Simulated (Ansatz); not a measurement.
# SnO₂: strain energy, fitted

SnO₂, P4_2/mnm, a = 4.759 Å, c = 3.201 Å. Ansatz: r2SCAN, PAW, 500 eV, Γ-centred 6×6×8 mesh on 6 atoms, Gaussian smearing 0.02 eV; no spin polarisation. Series: shear of c along a, cell held, atoms relaxed; x is the strain in per cent (engineering shear). y is the free energy over the unstrained cell, V0 = 12.085 Å³/atom. Symmetry makes y even in x.

| x (%) | y (meV/atom) |
| --- | --- |
| 0.0 | 0.00 |
| 1.5 | 0.84 |
| 3.0 | 3.38 |
| 4.5 | 7.60 |
| 6.0 | 13.49 |
| 9.0 | ? |

Task: Fit y = c2 x² + c4 x⁴ to the other rows, turn c2 into a modulus, and predict the missing energy.

Result: Least squares on the rows shown. y = 0.37587 x² − 3.1601×10⁻⁵ x⁴. In eV per unit strain² c2 is 3.759; this is the shear stiffness (E = ½ C V0 γ²): 2 × 3.759 × 160.2 / (12.085) = 100 GPa. At x = 9.0 the fit asked for gives 30.24 meV/atom. The run gave 30.22 meV/atom, so the fit is 0.02 meV/atom too high, a small miss on the scale of the series. The form still works here, 50 % of the fitted range beyond its end.